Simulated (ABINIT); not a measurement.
Si2W: single point with WC

The system is Si2W.

```
CELL_PARAMETERS angstrom
-1.60600 1.60600 3.94000
1.60600 -1.60600 3.94000
1.60600 1.60600 -3.94000
ATOMIC_POSITIONS crystal
Si 0.31721 0.40769 0.07801
Si 0.72278 0.65805 0.05688
W 0.96000 0.93426 0.86512
```

```
Program             : ABINIT 10.8.3 (patched build)
Task                : single point
Functional          : WC
Potentials or basis : PseudoDojo NC SR PBEsol v0.4.1 standard
Cutoff              : 1007 eV
k mesh              : 7 × 7 × 9
Occupations         : fermi-dirac, width 0.05 eV
Spin                : no spin polarisation
```

| Property | Result |
| --- | --- |
| Pressure | 20.0 GPa |
| Largest force | 7.097 eV/Å |
| Band gap on the k mesh | none (metal or under the smearing width) |
| Valence electrons inside the program's atomic spheres | Si 1.85, 1.94; W 10.37 |

Forces in eV/Å, atoms in the order of the input:
```
Si  -2.497 -0.038  0.791
Si  -2.062 -4.749  1.792
W    4.560  4.786 -2.583
```

Stress tensor (GPa, compression positive):
```
 20.78  12.08 -12.21
 12.08  21.59  -4.85
-12.21  -4.85  17.63
```

Levels at points of the mesh, in eV from the Fermi level:
```csv
k point,band 8,band 9,band 10,band 11,band 12,band 13,band 14,band 15
"(0.00, 0.00, 0.00)",-3.73,-2.92,-2.69,0.24,0.96,1.83,3.86,4.40
```

Run time: 8.5 min on 1 thread of Arm Neoverse V1, on a shared host, peak memory 0.23 GiB.

Caveat: so large a pressure means that the cell lies far from this level's equilibrium, or that cutoff or potentials fall short; the potentials were made for another functional, which shifts forces and pressure. The run has no spin-orbit coupling, so splittings on W are missing.
